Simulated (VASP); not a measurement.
Write the native input for VASP 6.6.1 that does the following.

```yaml
Task: single point
Functional: PBEsol
Potentials_or_basis: VASP PAW PBE potentials, release 64 (Mg, Te)
Cutoff: 520 eV
k_mesh: 4 × 4 × 4
Occupations: gaussian, width 0.05 eV
Spin: no spin polarisation
Dipole_correction: no
Further_INCAR_settings: LREAL = Auto; ALGO = Fast; EDIFF = 1e-07; NBANDS = 44
```

The structure of Mg7Te8 (a cell with a defect) lies in POSCAR:

```
Mg7Te8
1.0
    0.0000000000      5.9058590461     -5.9058590461
    5.9058590461      5.9058590461      0.0000000000
    5.9058590461      0.0000000000     -5.9058590461
Mg Te
7 8
Direct
    0.0000000000      0.5000000808      0.0000000000
    0.5000000808      0.0000000000      0.0000000000
    0.4999999961      0.4999999961      0.0000000847
    0.0000000000      0.0000000000      0.5000000808
    0.0000000847      0.4999999961      0.4999999961
    0.4999999961      0.0000000847      0.4999999961
    0.4999999961      0.4999999961      0.4999999961
    0.2486808419      0.7513191502      0.2486808419
    0.2500000404      0.2500000404      0.2500000404
    0.7513191502      0.7513191502      0.2486808419
    0.7513191502      0.2486808419      0.2486808419
    0.2486808419      0.7513191502      0.7513191502
    0.2486808419      0.2486808419      0.7513191502
    0.7500000365      0.7500000365      0.7500000365
    0.7513191502      0.2486808419      0.7513191502
```

These files were run (other wordings do the same):

INCAR

```
SYSTEM = Mg7Te8
  ALGO = Fast
  EDIFF = 1E-7
  ENCUT = 520
  GGA = PS
  ISIF = 2
  ISMEAR = 0
  LASPH = .True.
  LCHARG = .True.
  LELF = .True.
  LREAL = Auto
  LVHAR = .True.
  LWAVE = .False.
  NBANDS = 44
  NELM = 100
  PREC = Accurate
  SIGMA = 0.05
```

KPOINTS

```
k-points
0
Gamma
  4 4 4
  0 0 0
```

Potentials or basis: VASP PAW PBE potentials, release 64 (Mg, Te).

Run with:

```sh
$ cat potpaw_PBE.64/Mg/POTCAR potpaw_PBE.64/Te/POTCAR > POTCAR
$ mpirun -np 1 vasp_std > vasp.out
```

Results of the run:

```yaml
Pressure: -1.2 GPa
Largest_force: 0.006 eV/Å
Band_gap_on_the_k_mesh: none (metal or under the smearing width)
```

Caveat: the PAW data sets were made with another functional, which shifts forces and pressure a little.

It took 3.2 min on 1 thread of Intel(R) Xeon(R) 6975P-C (Granite Rapids), on a shared host, peak memory 0.6 GiB.
